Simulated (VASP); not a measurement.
# HgTe (Coloradoite) in VASP: notebook

The runs below take HgTe (Coloradoite) through single point, with PBEsol.

All numbers are computed with VASP 6.6.1; they aren't measurements. Logs are shortened: lines on timing, memory, paths and dates and some standing lists are left out, and cuts for length are marked.

## 1. Starting point

The cell holds a slab with vacuum, 4 atoms: a = 4.546 Å, b = 4.546 Å, c = 16.640 Å, α = 90.00°, β = 90.00°, γ = 60.00°.

## 2. Single point, PBEsol

Contents of INCAR:

```
SYSTEM = HgTe
  ALGO = Fast
  DIPOL = 0.5 0.5 0.500
  EDIFF = 1E-6
  EFIELD = 0.05
  ENCUT = 520
  GGA = PS
  IDIPOL = 3
  ISIF = 2
  ISMEAR = 1
  LASPH = .TRUE.
  LCHARG = .FALSE.
  LDIPOL = .TRUE.
  LREAL = .FALSE.
  LWAVE = .FALSE.
  NBANDS = 26
  NELM = 100
  PREC = Accurate
  SIGMA = 0.05
```

Contents of KPOINTS:

```
k-points
0
G
  4 4 1
  0 0 0
```

Contents of POSCAR:

```
HgTe
1.0
    4.5459894962      0.0000000000      0.0000000000
    2.2729947481      3.9369423891      0.0000000000
    0.0000000000      0.0000000000     16.6397311008
Hg Te
2 2
Direct
    0.0000000000      0.0000000000      0.3605827500
    0.3333333333      0.3333333333      0.5836503500
    0.3333333333      0.3333333333      0.4163496500
    0.6666666667      0.6666666667      0.6394172500
```

Potentials or basis: VASP PAW PBE potentials, release 64 (Hg, Te).

On the command line:

```sh
$ cat potpaw_PBE.64/Hg/POTCAR potpaw_PBE.64/Te/POTCAR > POTCAR
$ mpirun -np 1 vasp_std > vasp.out
```

OUTCAR:

```text
SYSTEM = HgTe
   EDIFF = 1E-6
   ENCUT = 520
   GGA = PS
   ISIF = 2
   ISMEAR = 1
   LASPH = .TRUE.
   LREAL = .FALSE.
   NELM = 100
   PREC = Accurate

 ion  position               nearest neighbor table
   1  0.000  0.000  0.361-   3 2.78   3 2.78   3 2.78
   2  0.333  0.333  0.584-   4 2.78   4 2.78   3 2.78   4 2.78
   3  0.333  0.333  0.416-   1 2.78   1 2.78   1 2.78   2 2.78
   4  0.667  0.667  0.639-   2 2.78   2 2.78   2 2.78

  LATTYP: Found a hexagonal cell.
 ALAT       =     4.5459894962
 C/A-ratio  =     3.6603100633

  Lattice vectors:

 A1 = (  -2.2729947481,  -3.9369423891,   0.0000000000)
 A2 = (   4.5459894962,   0.0000000000,   0.0000000000)
 A3 = (   0.0000000000,   0.0000000000,  16.6397311008)

Analysis of symmetry for initial positions (statically):
=====================================================================
 Subroutine PRICEL returns:
 Original cell was already a primitive cell.

 Routine SETGRP: Setting up the symmetry group for a
 hexagonal supercell.

 Subroutine GETGRP returns: Found  6 space group operations
 (whereof  6 operations were pure point group operations)
 out of a pool of 24 trial point group operations.

The static configuration has the point symmetry C_3v.

Analysis of symmetry for dynamics (positions and initial velocities):
=====================================================================
 An external electric field (EFIELD) may reduce the allowed symmetry operations
 Subroutine PRICEL returns:
 Original cell was already a primitive cell.

 Routine SETGRP: Setting up the symmetry group for a
 hexagonal supercell.

 Subroutine GETGRP returns: Found  6 space group operations
 (whereof  6 operations were pure point group operations)
 out of a pool of 24 trial point group operations.

The dynamic configuration has the point symmetry C_3v.

 Subroutine INISYM returns: Found  6 space group operations
 (whereof  6 operations are pure point group operations),
 and found     1 'primitive' translations

----------------------------------------------------------------------------------------

                                     Primitive cell

  volume of cell :     297.8062

  direct lattice vectors                    reciprocal lattice vectors
     4.545989496  0.000000000  0.000000000     0.219974111 -0.127002112  0.000000000
     2.272994748  3.936942389  0.000000000     0.000000000  0.254004225  0.000000000
     0.000000000  0.000000000 16.639731101     0.000000000  0.000000000  0.060097125

  length of vectors
     4.545989496  4.545989496 16.639731101     0.254004225  0.254004225  0.060097125

  position of ions in fractional coordinates (direct lattice)
     0.000000000  0.000000000  0.360582750
     0.333333333  0.333333333  0.583650350
     0.333333333  0.333333333  0.416349650
     0.666666667  0.666666667  0.639417250

  ion indices of the primitive-cell ions
   primitive index   ion index
                 1           1
                 2           2
                 3           3
                 4           4

----------------------------------------------------------------------------------------

 KPOINTS: k-points

Automatic generation of k-mesh.
 Grid dimensions read from file:
 generate k-points for:    4    4    1

 Generating k-lattice:

  Cartesian coordinates                     Fractional coordinates (reciprocal lattice)
     0.054993528 -0.031750528  0.000000000     0.250000000  0.000000000  0.000000000
     0.000000000  0.063501056  0.000000000     0.000000000  0.250000000  0.000000000
     0.000000000  0.000000000  0.060097125     0.000000000  0.000000000  1.000000000

  Length of vectors
     0.063501056  0.063501056  0.060097125

  Shift w.r.t. Gamma in fractional coordinates (k-lattice)
     0.000000000  0.000000000  0.000000000

 Subroutine IBZKPT returns following result:
 ===========================================

 Found      4 irreducible k-points:

 Following reciprocal coordinates:
            Coordinates               Weight
  0.000000  0.000000  0.000000      1.000000
  0.250000  0.000000  0.000000      6.000000
  0.500000  0.000000  0.000000      3.000000
  0.500000  0.250000  0.000000      6.000000
   k-points           NKPTS =      4   k-points in BZ     NKDIM =      4   number of bands    NBANDS=     26
   number of dos      NEDOS =    301   number of ions     NIONS =      4
   total plane-waves  NPLWV = 163296
   dimension x,y,z NGX =    36 NGY =   36 NGZ =  126
   dimension x,y,z NGXF=    72 NGYF=   72 NGZF=  252
   ions per type =               2   2
   NGX,Y,Z   is equivalent  to a cutoff of  13.17, 13.17, 12.59 a.u.
   NGXF,Y,Z  is equivalent  to a cutoff of  26.33, 26.33, 25.18 a.u.
 SYSTEM =  HgTe
   PREC   = accura    normal or accurate (medium, high low for compatibility)
   ISTART =      0    job   : 0-new  1-cont  2-samecut
   ICHARG =      2    charge: 1-file 2-atom 10-const
   ISPIN  =      1    spin polarized calculation?
   LNONCOLLINEAR =      F non collinear calculations
   LSORBIT =      F    spin-orbit coupling
   LASPH  =      T    aspherical Exc in radial PAW
   ENCUT  =  520.0 eV  38.22 Ry    6.18 a.u.   8.45  8.45 30.94*2*pi/ulx,y,z
   NELM   =    100;   NELMIN=  2; NELMDL= -5     # of ELM steps
   EDIFF  = 0.1E-05   stopping-criterion for ELM
   LREAL  =      F    real-space projection
   EDIFFG = 0.1E-04   stopping-criterion for IOM
   NSW    =      0    number of steps for IOM
   IBRION =     -1    ionic relax: 0-MD 1-quasi-New 2-CG
   NFREE  =      0    steps in history (QN), initial steepest desc. (CG)
   ISIF   =      2    stress and relaxation
   ISYM   =      2    0-nonsym 1-usesym 2-fastsym
   POTIM  = 0.5000    time-step for ionic-motion
   TEBEG  =    0.0;   TEEND  =   0.0 temperature during run
   PSTRESS=    0.0 pullay stress
   NELECT =      36.0000    total number of electrons
   NUPDOWN=      -1.0000    fix difference up-down
   EMIN   =  10.00;   EMAX   =-10.00  energy-range for DOS
   EFERMI =   0.00;   METHOD = LEGACY
   ISMEAR =     1;   SIGMA  =   0.05  broadening in eV -4-tet -1-fermi 0-gaus
   EFERMI_NEDOS =   21; number of points for ismear=-14 and -15
   IALGO  =     68    algorithm
   IMIX   =      4    mixing-type and parameters
     AMIX     =   0.40;   BMIX     =  1.00
     AMIX_MAG =   1.60;   BMIX_MAG =  1.00
  volume/ion in A,a.u.               =      74.45       502.42
  Fermi-wavevector in a.u.,A,eV,Ry     =   0.809464  1.529666  8.914980  0.655233
  Thomas-Fermi vector in A             =   1.918460
   LORBIT       =      0    0 simple, 1 ext, 2 COOP (PROOUT), +10 PAW based schemes
   GGA     = PS    functional components
   LHFCALC =     F    Hartree Fock is set to
   AEXX    =    0.0000 exact exchange contribution
   IVDW    =     0    specifies the selected vdW correction
   LEPSILON=     F    determine dielectric tensor
   LRPA    =     F    only Hartree local field effects (RPA)
 non-spin polarized calculation
 RMM-DIIS sequential band-by-band and
 Methfessel and Paxton  Order N= 1 SIGMA  =   0.05
  energy-cutoff  :      520.00
  volume of cell :      297.81
 maximum number of plane-waves:      8095
 NGX is ok and might be reduce to    36
   NGX = 17   NGY = 17   NGZ = 61

 dipolmoment           0.000000      0.000000     -0.000016 electrons x Angstroem

 number of electron      36.0000005 magnetization

 dipolmoment           0.000000      0.000000      0.202755 electrons x Angstroem

 Free energy of the ion-electron system (eV)
  ---------------------------------------------------
  ext. energy  EPLUGINS =         0.00000000
  ---------------------------------------------------
  free energy    TOTEN  =        -7.73187940 eV

  energy without entropy =       -7.73053930  energy(sigma->0) =       -7.73143270

 E-fermi :  -0.9187     XC(G=0):  -4.6982

 val. band max:       -0.9437438526   @ k =   0.0000   0.0000   0.0000
 cond. band min:      -0.9036196057   @ k =   0.0000   0.0000   0.0000
 fundamental gap:      0.0401242469
 Fermi energy:        -0.9186542362

 k-point     1 :       0.0000    0.0000    0.0000
  band No.  band energies     occupation
      1     -13.4027      2.00000
      2     -12.1118      2.00000
      3      -8.8442      2.00000
      4      -8.8442      2.00000
      5      -8.5492      2.00000
      6      -8.3221      2.00000
      7      -8.3221      2.00000
      8      -8.1212      2.00000
      9      -8.1212      2.00000
     10      -7.8680      2.00000
     11      -7.7135      2.00000
     12      -7.7135      2.00000
     13      -5.6222      2.00000
     14      -3.2106      2.00000
     15      -2.1026      2.00000
     16      -2.1026      2.00000
     17      -0.9437      1.74216
     18      -0.9437      1.74216
     19      -0.9036      0.51568
     20      -0.2139     -0.00000
     21       1.2056      0.00000
     22       3.1417      0.00000
     23       3.2018      0.00000
     24       3.2036      0.00000
     25       3.8908      0.00000
     26       4.0778      0.00000

 k-point     2 :       0.2500    0.0000    0.0000
  band No.  band energies     occupation
      1     -13.1982      2.00000
      2     -11.9010      2.00000
      3      -8.7520      2.00000
      4      -8.7469      2.00000
      5      -8.4977      2.00000
      6      -8.3195      2.00000
      7      -8.3107      2.00000
      8      -8.0586      2.00000
      9      -8.0409      2.00000
     10      -7.8185      2.00000
     11      -7.6966      2.00000
     12      -7.6868      2.00000
     13      -5.7997      2.00000
     14      -4.6965      2.00000
     15      -3.3170      2.00000
     16      -2.7731      2.00000
     17      -2.0273      2.00000
     18      -1.6078      2.00000
     19      -0.4788     -0.00000
     20       1.1497      0.00000
     21       1.6188      0.00000
     22       2.8550      0.00000
     23       3.4994      0.00000
     24       3.8835      0.00000
     25       4.1286      0.00000
     26       4.4159      0.00000

 k-point     3 :       0.5000    0.0000    0.0000
  band No.  band energies     occupation
      1     -12.9775      2.00000
      2     -11.6762      2.00000
      3      -8.6556      2.00000
      4      -8.6310      2.00000
      5      -8.3348      2.00000
      6      -8.2996      2.00000
      7      -8.2620      2.00000
      8      -7.9776      2.00000
      9      -7.9058      2.00000
     10      -7.6987      2.00000
     11      -7.6510      2.00000
     12      -7.3942      2.00000
     13      -6.7043      2.00000
     14      -6.2377      2.00000
     15      -3.4873      2.00000
     16      -3.3249      2.00000
     17      -2.2438      2.00000
     18      -2.1550      2.00000
     19      -0.6383     -0.00000
     20       1.0895      0.00000
     21       1.2579      0.00000
     22       2.7797      0.00000
     23       4.0412      0.00000
     24       4.5331      0.00000
     25       4.9313      0.00000
     26       5.8163      0.00000

 k-point     4 :       0.5000    0.2500    0.0000
  band No.  band energies     occupation
      1     -12.9796      2.00000
      2     -11.6780      2.00000
      3      -8.6735      2.00000
      4      -8.5101      2.00000
      5      -8.4766      2.00000
      6      -8.3149      2.00000
      7      -8.2385      2.00000
      8      -8.0270      2.00000
      9      -7.8385      2.00000
     10      -7.7669      2.00000
     11      -7.6835      2.00000
     12      -7.3614      2.00000
     13      -6.5799      2.00000
     14      -5.9122      2.00000
     15      -3.9919      2.00000
     16      -3.3246      2.00000
     17      -3.0833      2.00000
     18      -1.8636      2.00000
     19      -0.4196     -0.00000
     20       1.7087      0.00000
     21       2.6716      0.00000
     22       3.1933      0.00000
     23       3.6450      0.00000
     24       4.2121      0.00000
     25       4.4542      0.00000
     26       5.1153      0.00000

------------------------ aborting loop because EDIFF is reached ----------------------------------------

 vacuum level on the upper side and lower side of the slab       (xc-potential included)         0.212        -0.960

  FORCE on cell =-STRESS in cart. coord.  units (eV):
  Direction    XX          YY          ZZ          XY          YZ          ZX
  --------------------------------------------------------------------------------------
  -------------------------------------------------------------------------------------
  Total        0.8665081      0.8665081      0.9806962     -0.0000000      0.0000000      0.0000000
  in kB        4.6617547      4.6617547      5.2760788     -0.0000000      0.0000000      0.0000000
  external PRESSURE =       4.8665294 kB  Pullay stress =       0.0000000 kB

 VOLUME and BASIS-vectors are now :
 -----------------------------------------------------------------------------
  energy-cutoff  :      520.00
  volume of cell :      297.81
      direct lattice vectors                 reciprocal lattice vectors
     4.545989496  0.000000000  0.000000000     0.219974111 -0.127002112  0.000000000
     2.272994748  3.936942389  0.000000000     0.000000000  0.254004225  0.000000000
     0.000000000  0.000000000 16.639731101     0.000000000  0.000000000  0.060097125

 POSITION                                       TOTAL-FORCE (eV/Angst)
 -----------------------------------------------------------------------------------
      0.00000      0.00000      6.00000        -0.000000     -0.000000      0.496513
      2.27299      1.31231      9.71178        -0.000000      0.000000      0.629054
      2.27299      1.31231      6.92795         0.000000      0.000000     -1.049965
      4.54599      2.62463     10.63973         0.000000      0.000000     -0.075602
 -----------------------------------------------------------------------------------
    total drift:                                0.000000      0.000000      0.000575

  FREE ENERGIE OF THE ION-ELECTRON SYSTEM (eV)
  ---------------------------------------------------
  free  energy   TOTEN  =        -7.7318793971 eV

  energy  without entropy=       -7.7305392957  energy(sigma->0) =       -7.73143270

 vacuum level on the upper side and lower side of the slab         3.700         2.473
```

Run time: 38 s. Hardware: 1 thread of Intel Xeon 6975P-C (Granite Rapids), shared host; peak memory 0.39 GiB.

What came out:

```yaml
Free_energy: -7.7319 eV
Largest_force: 1.050 eV/Å
Band_gap_on_the_k_mesh: 0.04 eV, direct
```

Forces on the atoms (eV/Å):
```
Hg   0.000  0.000  0.497
Hg   0.000  0.000  0.629
Te   0.000  0.000 -1.050
Te   0.000  0.000 -0.076
```

Caveat: the PAW data sets were made with another functional, which shifts forces and pressure a little; spin-orbit coupling is left out, which moves the levels of the heavy elements.

## 3. Single point, PBEsol

Contents of INCAR:

```
PREC = Accurate
ENCUT = 520
EDIFF = 1E-6
ISMEAR = 1
SIGMA = 0.05
LREAL = False
LASPH = True
NELM = 100
ALGO = Normal
ISIF = 2
LWAVE = False
LCHARG = False
LDIPOL = True
IDIPOL = 3
DIPOL = 0.5 0.5 0.500
GGA = PS
EFIELD = -0.05
NBANDS = 26
```

Contents of KPOINTS:

```
Automatic mesh
0
Gamma
  4 4 1
```

POSCAR is that of step 2.

Potentials or basis: VASP PAW PBE potentials, release 64 (Hg, Te).

On the command line:

```sh
$ cat potpaw_PBE.64/Hg/POTCAR potpaw_PBE.64/Te/POTCAR > POTCAR
$ mpirun -np 1 vasp_std > vasp.out
```

Run time: 42 s. Hardware: 1 thread of Intel Xeon 6975P-C (Granite Rapids), shared host; peak memory 0.39 GiB.

The run converged. Its results:

```
Free energy            : -7.7151 eV
Largest force          : 1.051 eV/Å
Band gap on the k mesh : 0.04 eV, direct
```

Forces on the atoms (eV/Å):
```
Hg   0.000  0.000  0.497
Hg   0.000  0.000  0.635
Te   0.000  0.000 -1.051
Te   0.000  0.000 -0.080
```

Levels at points of the mesh, in eV from the valence-band top:
```csv
k point,band 15,band 16,band 17,band 18,band 19,band 20,band 21,band 22
"(0.00, 0.00, 0.00)",-1.17,-1.17,0.00,0.00,0.04,0.73,2.07,3.97
"(0.50, 0.00, 0.00)",-2.55,-2.39,-1.30,-1.21,0.29,2.03,2.18,3.71
```

Caveat: the PAW data sets were made with another functional, which shifts forces and pressure a little; spin-orbit coupling is left out, which moves the levels of the heavy elements.
